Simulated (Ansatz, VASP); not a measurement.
# Cross-check of SnGe7 (random alloy of the diamond Ge-Sn line, x = 0.125) between VASP and Ansatz

One calculation is typed for both programs; each brings its own data sets. How far apart do they land? Of the first pair: The structure shown is the start of the Ansatz relaxation below; VASP solves that cell, so the two are compared at the walk's first step.

Main program and level: Ansatz 0.2.0; plane waves, with VASP 6.6.1 beside it; PBE.

## Step 1: The structure

The cell holds 64 atoms: 56 Ge and 8 Sn. Cell: a = 11.742 Å, b = 11.742 Å, c = 11.742 Å, α = 90.0°, β = 90.0°, γ = 90.0°. It derives from Ge (diamond Ge-Sn), repeated 2×2×2. Diamond Ge-Sn: 64 atoms, 8 of 64 Ge sites given to Sn at random, cell and internal coordinates interpolated linearly between the end members (Vegard's rule); (so at first; earlier steps may have moved the atoms), displaced by a Gaussian of 0.02 A. Lattice constants are starting values near those of PBE.

## Step 2: Ansatz: relaxation, PBE

Ansatz runs on its default PAW (the set named soft_2) files.

The two programs are compared at the cell with which this relaxation starts, whose forces are those of its first step.

File input.yaml:

```yaml
crystal:
  lattice:
    - [11.7425, 0.0, 0.0]
    - [0.0, 11.7425, 0.0]
    - [0.0, 0.0, 11.7425]
  atoms:
    - { symbol: Ge, position: [0.00277, 0.99896, 0.9991] }
    - { symbol: Ge, position: [0.12317, 0.12647, 0.12108] }
    - { symbol: Ge, position: [0.00297, 0.2487, 0.25054] }
    - { symbol: Sn, position: [0.12458, 0.37749, 0.37149] }
    - { symbol: Ge, position: [0.24945, 0.99935, 0.25193] }
    - { symbol: Sn, position: [0.37313, 0.12471, 0.3735] }
    - { symbol: Ge, position: [0.25007, 0.25099, 0.99813] }
    - { symbol: Ge, position: [0.37695, 0.37654, 0.12586] }
    - { symbol: Ge, position: [0.00153, 0.99884, 0.49979] }
    - { symbol: Ge, position: [0.12341, 0.12454, 0.6259] }
    - { symbol: Ge, position: [0.99882, 0.24932, 0.74883] }
    - { symbol: Ge, position: [0.12356, 0.37386, 0.87498] }
    - { symbol: Sn, position: [0.2481, 0.0004, 0.75283] }
    - { symbol: Ge, position: [0.37626, 0.12467, 0.87349] }
    - { symbol: Ge, position: [0.24873, 0.25288, 0.50009] }
    - { symbol: Ge, position: [0.37392, 0.37533, 0.62858] }
    - { symbol: Ge, position: [0.0002, 0.50105, 0.00051] }
    - { symbol: Ge, position: [0.1244, 0.62305, 0.1244] }
    - { symbol: Ge, position: [0.99964, 0.751, 0.25143] }
    - { symbol: Ge, position: [0.12659, 0.87549, 0.37651] }
    - { symbol: Ge, position: [0.24872, 0.50213, 0.25087] }
    - { symbol: Ge, position: [0.37449, 0.62583, 0.37487] }
    - { symbol: Sn, position: [0.25193, 0.75259, 0.00372] }
    - { symbol: Ge, position: [0.37262, 0.87254, 0.12414] }
    - { symbol: Sn, position: [0.00027, 0.50149, 0.50054] }
    - { symbol: Ge, position: [0.12156, 0.62448, 0.62641] }
    - { symbol: Ge, position: [0.00039, 0.7513, 0.74962] }
    - { symbol: Ge, position: [0.12466, 0.87532, 0.8757] }
    - { symbol: Ge, position: [0.25034, 0.5002, 0.74886] }
    - { symbol: Sn, position: [0.37564, 0.62521, 0.87692] }
    - { symbol: Sn, position: [0.25204, 0.75032, 0.49936] }
    - { symbol: Ge, position: [0.37391, 0.87572, 0.62513] }
    - { symbol: Ge, position: [0.49941, 7.0e-05, 0.99894] }
    - { symbol: Sn, position: [0.62619, 0.12424, 0.12709] }
    - { symbol: Ge, position: [0.50069, 0.25101, 0.24814] }
    - { symbol: Ge, position: [0.62529, 0.37626, 0.37338] }
    - { symbol: Ge, position: [0.74955, 6.0e-05, 0.24766] }
    - { symbol: Ge, position: [0.87554, 0.12644, 0.37354] }
    - { symbol: Ge, position: [0.7506, 0.24776, 0.99993] }
    - { symbol: Ge, position: [0.87225, 0.37691, 0.1257] }
    - { symbol: Ge, position: [0.49996, 0.99868, 0.50217] }
    - { symbol: Ge, position: [0.62835, 0.12184, 0.62711] }
    - { symbol: Ge, position: [0.50277, 0.25058, 0.74796] }
    - { symbol: Ge, position: [0.62647, 0.37469, 0.87397] }
    - { symbol: Ge, position: [0.7479, 0.00094, 0.75135] }
    - { symbol: Ge, position: [0.87394, 0.12589, 0.87305] }
    - { symbol: Ge, position: [0.75137, 0.25008, 0.49968] }
    - { symbol: Ge, position: [0.87483, 0.37648, 0.62628] }
    - { symbol: Ge, position: [0.5009, 0.50023, 0.00013] }
    - { symbol: Ge, position: [0.62605, 0.6254, 0.12616] }
    - { symbol: Ge, position: [0.49947, 0.74585, 0.25177] }
    - { symbol: Ge, position: [0.62872, 0.87575, 0.37483] }
    - { symbol: Ge, position: [0.74977, 0.4998, 0.25003] }
    - { symbol: Ge, position: [0.87309, 0.62412, 0.3733] }
    - { symbol: Ge, position: [0.75042, 0.74949, 0.00084] }
    - { symbol: Ge, position: [0.8747, 0.87668, 0.12536] }
    - { symbol: Ge, position: [0.50373, 0.49677, 0.4989] }
    - { symbol: Ge, position: [0.62654, 0.62931, 0.62458] }
    - { symbol: Ge, position: [0.50007, 0.74961, 0.75227] }
    - { symbol: Ge, position: [0.62451, 0.87616, 0.87446] }
    - { symbol: Ge, position: [0.74783, 0.50053, 0.75086] }
    - { symbol: Ge, position: [0.8772, 0.62481, 0.87395] }
    - { symbol: Ge, position: [0.75096, 0.75041, 0.50048] }
    - { symbol: Ge, position: [0.87488, 0.87698, 0.62563] }
kpoints:
  mp_grid: { grid: [1, 1, 1] }
hamiltonian:
  xc: pbe
scf:
  occupations: { method: fermi_dirac, width: 0.025 }
output:
  forces: true
relax:
  f_tol: 0.04
  max_steps: 150
  cell: {}
```

Launch:

```bash
$ ansatz run input.yaml --threads 4 --pin off --max-ram 8192MiB --backend cpu --events-out ev --progress --plain --runs-dir out
```

Numbers of over 12 decimals in the logs are rounded to 6 here.

The log of the run:

```text
Engine: ansatz 0.2.0, aarch64-unknown-linux-gnu
Pseudopotentials: kind: paw
Pseudopotential: Ge, paw, valence charge 14, recommended cutoff 420 eV (normal), Ge.paw.azcp
Pseudopotential: Sn, paw, valence charge 14, recommended cutoff 420 eV (normal), Sn.paw.azcp
Functional definition: PBE
  parameter kappa = 0.804
  parameter beta = 0.066725
  exchange = pbe_x(kappa = kappa, mu = beta*pi^2/3)
  correlation = pbe_c(beta = beta)
Crystal: 64 atoms, lattice volume = 1619.130 Å³
Basis set: ecut = 420 eV, 31559 PW (Γ), exchange–correlation on 160×160×160 points (8 copies of the dense FFT grid, shifted against one another)
Bands: 538, of which v1, the nominal top of the filled ones, is band 448 counted from 1 (447 counted from 0)
Symmetry: 1 space group operations
Space group: P1 (ITA 1), of the structure as read, at distance tolerance 1.2e-4 Å
k-points: 1
Non-local potential: Ge, projectors of the file, l = 0: 2, l = 1: 2, l = 2: 3, l = 3: 1
Non-local potential: Sn, projectors of the file, l = 0: 2, l = 1: 2, l = 2: 2, l = 3: 2
PAW form: soft (Blöchl's): semilocal exchange-correlation on the pseudo side does not see the compensation charge
PAW one-centre angular grid: Ge, 590 points (default); XC on 64 Gauss nodes
PAW one-centre angular grid: Sn, 590 points (default); XC on 64 Gauss nodes
Initial density: superposition of atomic densities (neutral atoms: chi_scale 0, normalization atom), corrected by the library's trained network
Initial wavefunctions: pseudopotential atomic-orbital guess
Functional: x = pbe(κ = 0.804, μ = 0.219515), c = pbe(β = 0.066725)
SCF iter   1: F=—  HF=-288701.170432 eV  |F-HF|=—  |Δ(HF+E_count)|=         —  Δρ=3.14e-3  dr2=1.97e-1  ethr=1.77e-3  ⟨swp⟩=6.0  Hψ=1981  notcnv=0  defer=1
preconditioner: auto → LDOS  [insulator: Δε(μ)=0.094 eV  Ē_g=21.908 eV  σ=0.025 eV  W_gap=0.72  n_scr=436 (ndim 8)  ℏωp=27.6 eV  f_vac=0.094  D(μ)=29.22/eV (n_scr^D=170)  ε∞_Penn≈2.6  β→1.0]
SCF iter   2: F=—  HF=-288701.154873 eV  |F-HF|=—  |Δ(HF+E_count)|=   1.56e-2  Δρ=1.81e-3  dr2=6.77e-2  ethr=2.20e-5  ⟨swp⟩=2.0  Hψ=1084  notcnv=0  defer=73
SCF iter   3: F=—  HF=-288701.123119 eV  |F-HF|=—  |Δ(HF+E_count)|=   3.18e-2  Δρ=5.11e-4  dr2=9.37e-3  ethr=7.55e-6  ⟨swp⟩=2.0  Hψ=930  notcnv=0  defer=73
SCF iter   4: F=—  HF=-288701.119812 eV  |F-HF|=—  |Δ(HF+E_count)|=   3.31e-3  Δρ=1.54e-4  dr2=6.82e-4  ethr=1.05e-6  ⟨swp⟩=2.0  Hψ=906  notcnv=0  defer=73
SCF iter   5: F=—  HF=-288701.119596 eV  |F-HF|=—  |Δ(HF+E_count)|=   2.17e-4  Δρ=4.61e-5  dr2=8.77e-5  ethr=7.61e-8  ⟨swp⟩=2.0  Hψ=918  notcnv=0  defer=73
SCF iter   6: F=—  HF=-288701.121304 eV  |F-HF|=—  |Δ(HF+E_count)|=   1.71e-3  Δρ=1.65e-5  dr2=6.95e-6  ethr=9.79e-9  ⟨swp⟩=2.0  Hψ=633  notcnv=0  defer=73
SCF iter   7: F=—  HF=-288701.121306 eV  |F-HF|=—  |Δ(HF+E_count)|=   2.70e-6  Δρ=4.47e-6  dr2=7.20e-7  ethr=7.76e-10  ⟨swp⟩=2.0  Hψ=913  notcnv=0  defer=73
SCF iter   8: F=-288701.121306 eV  HF=-288701.121306 eV  |F-HF|=2.93e-8  |Δ(HF+E_count)|=   1.48e-7  Δρ=1.77e-6  dr2=9.93e-8  ethr=1.12e-11  ⟨swp⟩=4.0  Hψ=1572  notcnv=0
SCF 1 converged in 8 iterations: F = -288701.121306 eV  dr2 = 9.93e-8
  greatest PAW one-centre occupation: 0.998 electrons in one spin orbital (limit 2), on the Ge atom at site 23 (counted from 0), in its partial waves of l = 2
relax step   1: F+E_penalty+E_count = -288701.12130641 eV  Δ(F+E_penalty+E_count) = +0.000e0 eV  max|allowed force component| = 1.559e0 eV/Å  Δτ_max = 0.0000 Å  P = +2.982 GPa  Ω = 1619.130 Å³  (8 SCF iters, dr2 threshold 1.00e-7 eV, accepted)
Crystal: 64 atoms, lattice volume = 1700.173 Å³
Basis set: ecut = 420 eV, 33191 PW (Γ), exchange–correlation on 160×160×160 points (8 copies of the dense FFT grid, shifted against one another)
Initial density: handed on by an earlier stage of this run
Initial wavefunctions: those handed on with the density
iter 1 solved again at ethr=8.16e-5 eV; its pass at ethr=3.10e-3 eV (dr2=7.31e-1 eV) is discarded
SCF iter   1: F=—  HF=-288704.316462 eV  |F-HF|=—  |Δ(HF+E_count)|=         —  Δρ=7.74e-3  dr2=7.32e-1  ethr=8.16e-5  ⟨swp⟩=3.0  Hψ=2638  notcnv=0
preconditioner: auto → LDOS  [insulator: Δε(μ)=0.165 eV  Ē_g=21.709 eV  σ=0.025 eV  W_gap=0.93  n_scr=436 (ndim 8)  ℏωp=27.0 eV  f_vac=0.113  D(μ)=6.94/eV (n_scr^D=18)  ε∞_Penn≈2.5  β→1.0]
SCF iter   2: F=—  HF=-288704.409405 eV  |F-HF|=—  |Δ(HF+E_count)|=   9.29e-2  Δρ=2.43e-3  dr2=4.15e-1  ethr=8.16e-5  ⟨swp⟩=6.0  Hψ=902  notcnv=0
SCF iter   3: F=—  HF=-288704.334113 eV  |F-HF|=—  |Δ(HF+E_count)|=   7.53e-2  Δρ=1.07e-3  dr2=7.63e-2  ethr=4.63e-5  ⟨swp⟩=5.0  Hψ=889  notcnv=0
SCF iter   4: F=—  HF=-288704.319083 eV  |F-HF|=—  |Δ(HF+E_count)|=   1.50e-2  Δρ=2.68e-4  dr2=4.47e-3  ethr=8.51e-6  ⟨swp⟩=2.0  Hψ=796  notcnv=0
SCF iter   5: F=—  HF=-288704.318803 eV  |F-HF|=—  |Δ(HF+E_count)|=   2.80e-4  Δρ=5.63e-5  dr2=1.07e-4  ethr=4.99e-7  ⟨swp⟩=2.0  Hψ=787  notcnv=0
[...]
atom  12  Ge     0.00326271    -0.00180081    -0.00342097
  atom  13  Sn    -0.00021834    -0.00114331     0.00204109
  atom  14  Ge     0.00673304    -0.00193112    -0.00226771
  atom  15  Ge    -0.00172830    -0.00136262     0.00235328
  atom  16  Ge     0.00327424    -0.00403450    -0.00048241
  atom  17  Ge    -0.00292658     0.00107416     0.00521632
  atom  18  Ge     0.00160885     0.00110561    -0.00212400
  atom  19  Ge    -0.00133096     0.00168340     0.00319649
  atom  20  Ge     0.00619309    -0.00240410    -0.00448614
  atom  21  Ge    -0.00091640    -0.00002029     0.00513914
  atom  22  Ge     0.00565719    -0.00065521    -0.00541963
  atom  23  Sn    -0.00498690    -0.00073370     0.00404971
  atom  24  Ge     0.00368982    -0.00199039    -0.00112960
  atom  25  Sn    -0.00259310    -0.00278873    -0.00010321
  atom  26  Ge     0.00624695    -0.00138196    -0.00028413
  atom  27  Ge    -0.00386375     0.00397544    -0.00257424
  atom  28  Ge     0.00141045    -0.00120343    -0.00576789
  atom  29  Ge    -0.00525952     0.00226829     0.00108801
  atom  30  Sn     0.00386421     0.00200880    -0.00440699
  atom  31  Sn    -0.00881786     0.00162891     0.00354327
  atom  32  Ge     0.00876927    -0.00155518    -0.00244596
  atom  33  Ge    -0.00322332    -0.00137824     0.00242427
  atom  34  Sn     0.00426889    -0.00122426    -0.00107383
  atom  35  Ge    -0.00455358     0.00061826     0.00325839
[...]
atom  57  Ge    -0.00570266     0.00321973     0.00702440
  atom  58  Ge     0.00207626    -0.00436534    -0.00122203
  atom  59  Ge    -0.00527869     0.00076523     0.00331241
  atom  60  Ge     0.00431467     0.00069902    -0.00248714
  atom  61  Ge     0.00047334     0.00029152    -0.00112171
  atom  62  Ge     0.00327885    -0.00359999    -0.00205390
  atom  63  Ge    -0.00182948    -0.00003685     0.00166193
  atom  64  Ge     0.00086323    -0.00154532     0.00032056
  max |Σ_I F_I| component: 1.16e-6 eV/Å
--- Stress (GPa, compression-positive) ---
        0.013175      -0.005140       0.013680
       -0.005140       0.010984       0.034886
        0.013680       0.034886       0.007984
  P = ⅓ Tr σ = 0.0107 GPa (0.107 kbar)
--- Relaxed structure (6 steps of the walk, 4 accepted, 1 SCFs on fresh bases) ---
  F+E_penalty+E_count = -288704.52970419 eV   max|allowed force component| = 8.818e-3 eV/Å   (the final SCF, on the basis selected at the relaxed cell)
  cell:  # Å, volume = 1680.7208 Å³
    - [11.852845, -0.00695571, -0.020504]
    - [-0.00695571, 11.907271, 0.188376]
    - [-0.020504, 0.188376, 11.911621]
  atoms:
    - { symbol: Ge, position: [-0.0047068, 1.002238, 1.000443] }
    - { symbol: Ge, position: [0.121732, 0.124341, 0.118739] }
    - { symbol: Ge, position: [-0.00534554, 0.240985, 0.240993] }
    - { symbol: Sn, position: [0.126948, 0.370400, 0.367347] }
    - { symbol: Ge, position: [0.243271, 0.997972, 0.244004] }
    - { symbol: Sn, position: [0.373560, 0.123000, 0.377546] }
    - { symbol: Ge, position: [0.252428, 0.251168, 1.000893] }
    - { symbol: Ge, position: [0.375502, 0.376761, 0.121610] }
    - { symbol: Ge, position: [-0.0016168, 1.001460, 0.498064] }
    - { symbol: Ge, position: [0.113290, 0.130131, 0.621409] }
    - { symbol: Ge, position: [0.998971, 0.250158, 0.752082] }
    - { symbol: Ge, position: [0.121209, 0.372006, 0.877632] }
    - { symbol: Sn, position: [0.252224, 0.00258547, 0.750775] }
    - { symbol: Ge, position: [0.378984, 0.133021, 0.881072] }
    - { symbol: Ge, position: [0.251478, 0.250024, 0.513055] }
    - { symbol: Ge, position: [0.376149, 0.375277, 0.627329] }
    - { symbol: Ge, position: [0.000665944, 0.499112, -0.00117788] }
    - { symbol: Ge, position: [0.113759, 0.618790, 0.132207] }
    - { symbol: Ge, position: [0.997034, 0.750747, 0.249178] }
    - { symbol: Ge, position: [0.114957, 0.880021, 0.369490] }
    - { symbol: Ge, position: [0.260326, 0.505076, 0.241694] }
    - { symbol: Ge, position: [0.382851, 0.620398, 0.368384] }
    - { symbol: Sn, position: [0.244312, 0.754456, 0.00575037] }
    - { symbol: Ge, position: [0.378862, 0.880506, 0.132329] }
    - { symbol: Sn, position: [-0.00781949, 0.505654, 0.506180] }
    - { symbol: Ge, position: [0.122917, 0.628485, 0.639092] }
    - { symbol: Ge, position: [-0.00632345, 0.750520, 0.752757] }
    - { symbol: Ge, position: [0.107384, 0.878336, 0.875211] }
    - { symbol: Ge, position: [0.245036, 0.490177, 0.747392] }
    - { symbol: Sn, position: [0.380633, 0.619236, 0.869617] }
    - { symbol: Sn, position: [0.254010, 0.749972, 0.497018] }
[...]
- { symbol: Sn, position: [0.626672, 0.126602, 0.125322] }
[...]
- { symbol: Ge, position: [0.503716, 0.499068, 0.499742] }
    - { symbol: Ge, position: [0.627300, 0.623482, 0.621198] }
    - { symbol: Ge, position: [0.515198, 0.752311, 0.744149] }
    - { symbol: Ge, position: [0.627427, 0.875740, 0.874697] }
    - { symbol: Ge, position: [0.750388, 0.501909, 0.751889] }
    - { symbol: Ge, position: [0.870770, 0.623689, 0.877855] }
    - { symbol: Ge, position: [0.751588, 0.750992, 0.500578] }
    - { symbol: Ge, position: [0.871671, 0.876948, 0.623449] }
```

Reading the cycles: dr2 is the Hartree energy of the density residual (eV), the measure of convergence; HF is the Harris–Foulkes estimate of the energy, which meets the free energy F at convergence.

(Continued in part 2 of 2.)

[Lines on the potential files, build, host, timing and source positions are cut from VASP's logs without a mark.]

[Logs are printed without paths, hosts, clocks, repeated set-up lines and the standing remarks that a program may print on its own settings, such as how far it seeks lower states.]

[Hosts, paths, dates, database ids (printed as entryN), source tags and the programs' standing remarks are cut or masked in the printed files.]
